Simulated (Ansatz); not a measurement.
Crystal: ZnS.

```xyz
2
Lattice="0.0000 2.7020 2.7020 2.7020 0.0000 2.7020 2.7020 2.7020 0.0000" Properties=species:S:1:pos:R:3 pbc="T T T"
Zn    4.0530    4.0530    4.0530
S     0.0000    0.0000    0.0000
```

Base run:

| Property | Result |
| --- | --- |
| Program | Ansatz 0.2.0 |
| Functional | HSE06 form with a typed share of exact exchange |
| Potentials or basis | Ansatz PAW |
| Cutoff | 420 eV (not typed: the program's choice for these potentials) |
| k mesh | 5 × 5 × 5 |
| Occupations | fermi-dirac, width 0.05 eV |
| Spin | no spin polarisation |

Its results: band gap on the k mesh 2.96 eV, direct; pressure 1.3 GPa.

Task: The run is repeated on the same cell with these changes: screening (1/å) from 0.4 to 0.3. What comes out?

Result: Band gap on the k mesh 3.13 eV, direct; pressure 1.1 GPa.

Caveats: odd divisions of the mesh miss points on the zone boundary, where band edges often lie, so the gap on the mesh can be too wide; the PAW data sets come from PBE, with cores solved anew for the run's functional, which leaves a small shift of forces and pressure; the thresholds are loose for stress.

